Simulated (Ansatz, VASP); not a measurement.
## BaZrO3 in VASP and in Ansatz

File INCAR:

```
SYSTEM = BaZrO3
ALGO = Normal
EDIFF = 1E-6
ENCUT = 520
ISIF = 2
ISMEAR = 0
LASPH = .True.
LCHARG = .False.
LREAL = .False.
LWAVE = .False.
NBANDS = 28
NELM = 80
PREC = Accurate
SIGMA = 0.01
```

Contents of KPOINTS:

```
k-points
0
Gamma
  4 4 4
  0 0 0
```

The input POSCAR:

```
BaZrO3
1.0
    4.1473627058      0.0000000000      0.0000000000
    0.0000000000      4.1473627058      0.0000000000
    0.0000000000      0.0000000000      4.1473627058
Ba Zr O
1 1 3
Direct
    0.0000000000      0.0000000000      0.0000000000
    0.5000000000      0.5000000000      0.5000000000
    0.0000000000      0.5000000000      0.5000000000
    0.5000000000      0.0000000000      0.5000000000
    0.5000000000      0.5000000000      0.0000000000
```

Input for Ansatz:

```yaml
crystal:
  lattice:
    - [4.14736270576, 0.0, 0.0]
    - [0.0, 4.14736270576, 0.0]
    - [0.0, 0.0, 4.14736270576]
  atoms:
    - { symbol: Ba, position: [0.0, 0.0, 0.0] }
    - { symbol: Zr, position: [0.5, 0.5, 0.5] }
    - { symbol: O, position: [0.0, 0.5, 0.5] }
    - { symbol: O, position: [0.5, 0.0, 0.5] }
    - { symbol: O, position: [0.5, 0.5, 0.0] }
kpoints:
  mp_grid: { grid: [4, 4, 4] }
scf:
  occupations: { method: fixed }
hamiltonian:
  xc: lda
  pseudopotentials: { kind: all_electron, lapw: { basis_error: 0.001 } }
output:
  forces: true
  stress: true
  eigenvalues: true
  eigenstates:
    nscf_kmesh: { grid: [6, 6, 6] }
    de_dk: true
    e_range: [-9, 13.19790236909]
checkpoint:
  write: ck
  write_wavefunctions: false
```

Alike in both runs: task single point; functional LDA; k mesh 4 × 4 × 4; no spin polarisation.

|  | VASP | Ansatz |
| --- | --- | --- |
| version | VASP 6.6.1 | Ansatz 0.2.0 |
| potentials or method | VASP PAW LDA potentials, release 64 (Ba_sv, Zr_sv, O) | all-electron LAPW, scalar-relativistic |
| plane-wave cutoff (eV) | 520 | see its input |
| occupations | gaussian, width 0.01 eV | fixed |

|  | VASP | Ansatz | Ansatz less VASP |
| --- | --- | --- | --- |
| gap on the k mesh at the Fermi level (eV) | 3.13 | 3.19 | +0.063 |
| pressure (GPa) | 1.6 | 0.1 | -1.48 |

Ansatz ran all-electron here, so the differences hold the error of VASP's frozen core and of both bases.

Caveats: spin-orbit coupling is left out, which moves the levels of the heavy elements. A k mesh can miss the band edges. As with any semilocal functional, this LDA gap is likely too small.
